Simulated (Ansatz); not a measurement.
A plane-wave DFT run in Ansatz 0.2.0 (scalar-relativistic PAW potentials unless the input names others): input and command.

```yaml
crystal:
  lattice:
    - [0.0, 2.662126119, 2.662126119]
    - [2.662126119, 0.0, 2.662126119]
    - [2.662126119, 2.662126119, 0.0]
  atoms:
    - { symbol: Fe, position: [0.0, 0.0, 0.0] }
    - { symbol: Pt, position: [0.25, 0.25, 0.25] }
basis:
  ecutwfc: 420
kpoints:
  mp_grid: { grid: [18, 18, 18] }
hamiltonian:
  xc: pbe
scf:
  occupations: { method: gaussian, width: 0.1 }
  convergence: { dr2_threshold: 1.0e-16 }
  max_iter: 60
output:
  forces: true
  eigenvalues: true
  stress: true
relax:
  adjacent_minimum: "off"
  f_tol: 0.01
  max_steps: 80
  cell: { stress_tol: 0.05 }
```

```bash
ansatz run input.yaml --threads 1 --pin off --max-ram 2560MiB --backend cpu --events-out ev --progress --plain --runs-dir out
```

Abridged log:
```
The last accepted step is kept in <dir> (removed where the run ends without a failure and the disk answers)
Pseudopotentials: kind: paw
Pseudopotential: Fe, paw, valence charge 16, recommended cutoff 420 eV (normal)
Pseudopotential: Pt, paw, valence charge 18, recommended cutoff 420 eV (normal)
Functional definition: PBE
Crystal: 2 atoms, lattice volume = 37.733 Å³
Basis set: ecut = 420 eV, 725 PW (Γ), exchange–correlation on 54×54×54 points (8 copies of the dense FFT grid, shifted against one another)
Bands: 21, of which v1, the nominal top of the filled ones, is band 17 counted from 1 (16 counted from 0)
Symmetry: 24 space group operations
Space group: F-43m (ITA 216), of the structure as read, at distance tolerance 3.4e-5 Å
k-points: 195 of 5832 (time reversal used)
Initial density: superposition of atomic densities (neutral atoms: chi_scale 0, normalization atom), corrected by the library's trained network
Initial wavefunctions: pseudopotential atomic-orbital guess
Functional: x = pbe(κ = 0.804, μ = 0.21951497), c = pbe(β = 0.06672455)
SCF iter   1: F=—  HF=-17001.445801 eV  |F-HF|=—  |Δ(HF+E_count)|=         —  Δρ=8.35e-3  dr2=2.02e-2  ethr=1.77e-3  ⟨swp⟩=5.5  Hψ=17000  notcnv=0
SCF iter   2: F=—  HF=-17001.446932 eV  |F-HF|=—  |Δ(HF+E_count)|=   1.13e-3  Δρ=4.21e-3  dr2=5.53e-3  ethr=5.94e-5  ⟨swp⟩=2.3  Hψ=6830  notcnv=0
SCF iter   3: F=—  HF=-17001.446900 eV  |F-HF|=—  |Δ(HF+E_count)|=   3.16e-5  Δρ=1.97e-3  dr2=1.26e-3  ethr=1.63e-5  ⟨swp⟩=2.0  Hψ=6112  notcnv=0
SCF iter   4: F=—  HF=-17001.446614 eV  |F-HF|=—  |Δ(HF+E_count)|=   2.86e-4  Δρ=1.49e-3  dr2=7.47e-4  ethr=3.69e-6  ⟨swp⟩=2.0  Hψ=6489  notcnv=0
SCF iter   5: F=—  HF=-17001.446541 eV  |F-HF|=—  |Δ(HF+E_count)|=   7.27e-5  Δρ=2.29e-4  dr2=1.41e-5  ethr=2.20e-6  ⟨swp⟩=1.2  Hψ=4139  notcnv=0
SCF iter   6: F=—  HF=-17001.446540 eV  |F-HF|=—  |Δ(HF+E_count)|=   6.33e-7  Δρ=5.03e-5  dr2=6.39e-7  ethr=4.15e-8  ⟨swp⟩=2.2  Hψ=5786  notcnv=0
SCF iter   7: F=—  HF=-17001.446540 eV  |F-HF|=—  |Δ(HF+E_count)|=   1.31e-7  Δρ=5.29e-6  dr2=7.51e-9  ethr=1.88e-9  ⟨swp⟩=2.0  Hψ=5862  notcnv=0
SCF iter   8: F=—  HF=-17001.446540 eV  |F-HF|=—  |Δ(HF+E_count)|=   3.65e-9  Δρ=8.12e-7  dr2=1.62e-10  ethr=2.21e-11  ⟨swp⟩=2.4  Hψ=7185  notcnv=0
   ...
SCF iter   3: F=—  HF=-17001.446542 eV  |F-HF|=—  |Δ(HF+E_count)|=  9.09e-11  Δρ=1.13e-6  dr2=5.16e-10  ethr=1.20e-12  ⟨swp⟩=2.0  Hψ=7246  notcnv=0
SCF iter   4: F=—  HF=-17001.446542 eV  |F-HF|=—  |Δ(HF+E_count)|=  4.00e-11  Δρ=7.40e-7  dr2=2.44e-10  ethr=1.20e-12  ⟨swp⟩=1.0  Hψ=4095  notcnv=0
SCF iter   5: F=—  HF=-17001.446542 eV  |F-HF|=—  |Δ(HF+E_count)|=  1.82e-11  Δρ=2.70e-7  dr2=1.65e-11  ethr=7.18e-13 (applied; sched 1.00e-12)  ⟨swp⟩=1.0  Hψ=4095  notcnv=0
SCF iter   6: F=—  HF=-17001.446542 eV  |F-HF|=—  |Δ(HF+E_count)|=  7.28e-12  Δρ=2.70e-8  dr2=3.21e-13  ethr=4.86e-14 (applied; sched 1.00e-12)  ⟨swp⟩=3.0  Hψ=7286  notcnv=0
SCF iter   7: F=—  HF=-17001.446542 eV  |F-HF|=—  |Δ(HF+E_count)|=  1.09e-11  Δρ=1.04e-8  dr2=2.95e-14  ethr=9.44e-16 (applied; sched 1.00e-12)  ⟨swp⟩=1.0  Hψ=4097  notcnv=0
SCF iter   8: F=—  HF=-17001.446542 eV  |F-HF|=—  |Δ(HF+E_count)|=    0.00e0  Δρ=1.56e-9  dr2=6.57e-16  ethr=8.68e-17 (applied; sched 1.00e-12)  ⟨swp⟩=2.9  Hψ=7149  notcnv=0
SCF iter   9: F=—  HF=-17001.446542 eV  |F-HF|=—  |Δ(HF+E_count)|=  3.64e-12  Δρ=5.74e-10  dr2=1.90e-16  ethr=1.00e-12  ⟨swp⟩=2.8  Hψ=8490  notcnv=0
SCF iter  10: F=-17001.446542 eV  HF=-17001.446542 eV  |F-HF|=0.00e0  |Δ(HF+E_count)|=  3.64e-12  Δρ=1.28e-10  dr2=9.59e-18  ethr=1.00e-12  ⟨swp⟩=2.0  Hψ=7211  notcnv=0
SCF 3 converged in 10 iterations: F = -17001.446542 eV  dr2 = 9.59e-18
SCF converged after 10 iterations
Free energy (F): -17001.446542 eV
Harris-Foulkes:  -17001.446542 eV  (|F-HF|=0.00e0)
Internal energy: -17001.427978 eV  (E = F + TS)
E sigma→0 (E₀):  -17001.437260 eV
Entropy (-TS):   -0.018564 eV (-9.282 meV/atom)
Fermi energy:    13.765105 eV
--- Forces (eV/Å), atoms counted from 1 ---
  atom   1  Fe     0.00000000     0.00000000     0.00000000
  atom   2  Pt     0.00000000     0.00000000     0.00000000
--- Stress (GPa, compression-positive) ---
       -0.004993       0.000000       0.000000
        0.000000      -0.004993       0.000000
        0.000000       0.000000      -0.004993
  P = ⅓ Tr σ = -0.0050 GPa (-0.050 kbar)
--- Relaxed structure (2 steps of the walk, 2 accepted, 1 SCFs on fresh bases) ---
  F+E_penalty+E_count = -17001.44654236 eV   max|allowed force component| = 1.388e-17 eV/Å   (the final SCF, on the basis selected at the relaxed cell)
  cell:  # Å, volume = 37.7132 Å³
    - [0.0, 2.66167081, 2.66167081]
    - [2.66167081, 0.0, 2.66167081]
    - [2.66167081, 2.66167081, 0.0]
  atoms:
    - { symbol: Fe, position: [0.0, 0.0, 0.0] }
    - { symbol: Pt, position: [0.25, 0.25, 0.25] }
```

One setting here is needlessly strict: a threshold far tighter than needed (scf.convergence.dr2_threshold: not typed → 1e-16). It leaves the result as it was and can only cost iterations: the run converged in 33 SCF iterations over all its steps (reference: 15) with an energy at zero smearing within 0.01 meV/atom of the reference's, a relaxed volume of 18.86 Å³/atom, pressure 0.00 GPa, largest force 0.000 eV/Å, no gap on the mesh. A reference run from the same start on usual settings converged, and the end of its own relaxation has a relaxed volume of 18.86 Å³/atom, pressure -0.01 GPa, largest force 0.000 eV/Å, no gap on the mesh.

Time: 46 s on 1 thread of Intel(R) Xeon(R) 6975P-C (Granite Rapids), with other jobs on the host, peak memory 0.5 GiB.